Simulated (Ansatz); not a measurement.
A series in volume ratio on La2O3

All results are calculated (Ansatz 0.2.0). Plane-wave density functional theory, PAW datasets, Gaussian smearing 0.05 eV: equation of state, the given cell scaled in volume with shape and atoms relaxed at each volume.

The cell before it is scaled or strained:
```
La2O3
1.0
      6.3394     0.0000     0.0000
     -3.1697     5.4901     0.0000
      0.0000     0.0000     3.2648
La O
2 3
Direct
  0.33330 0.66670 0.49960
  0.66670 0.33330 0.50040
  0.50000 0.50000 0.00000
  0.50000 0.00000 0.00000
  0.00000 0.50000 0.00000
```

Settings of every row: paw set soft_2; functional HSE06; spin treatment none; moment partition spheres; spin axis none; wave cutoff 420 eV; k mesh 4x4x6; symmetry use detected.

Atom hubbard u: 0 on all atoms.

Limits: stress loosely converged; the potential is rough where the density is thin (voids or gaps).

```
row  volume ratio  V (Å³/atom)  pressure (GPa)  energy above given cell (meV per atom)
  1          0.96       21.817           3.935                                   10.56
  2          0.98       22.271           1.832                                    2.45
  3             1       22.726               ?                                       ?
  4          1.02        23.18          -1.833                                    2.76
  5          1.04       23.635           -3.42                                   10.23
```

Question: what pressure should row 3 give?

Worked fit of pressure. Take u = (V_r/V)^(2/3) − 1 with V_r = 22.726 Å³ an atom, which is twice the finite (Eulerian) strain; such expansions in the strain, on which the Birch-Murnaghan equation of state is built, carry the rest volume and the bulk modulus. The shown rows have u = 0.02759, 0.01357, -0.0131, -0.02581. Least squares give pressure = −0.0885 + 137.195 × u + 313.7 × u² GPa; a straight line predicts inner rows, each left out in turn, worse (root mean square 0.13 against 0.0026 GPa). The rows lie off it by -0.001, 0.001, -0.001, 0.001. The pressure vanishes at u = 0.0006, or V = 22.7 Å³ an atom, and there the bulk modulus with shape and atoms relaxed is B = −V dP/dV = (2/3)(1 + u) dP/du = 91.8 GPa. The withheld row has u = 0, so the fit gives −0.0885 + 137.195 × (0) + 313.7 × (0)² = -0.088 GPa.

The calculation gave -0.085 GPa. The fit lies 0.003 GPa (3.5 % of the value, 0.041 % of the column's range) below it; its largest miss of a shown row is 0.001 GPa.

The other values of row 3: energy above given cell 0 meV per atom.
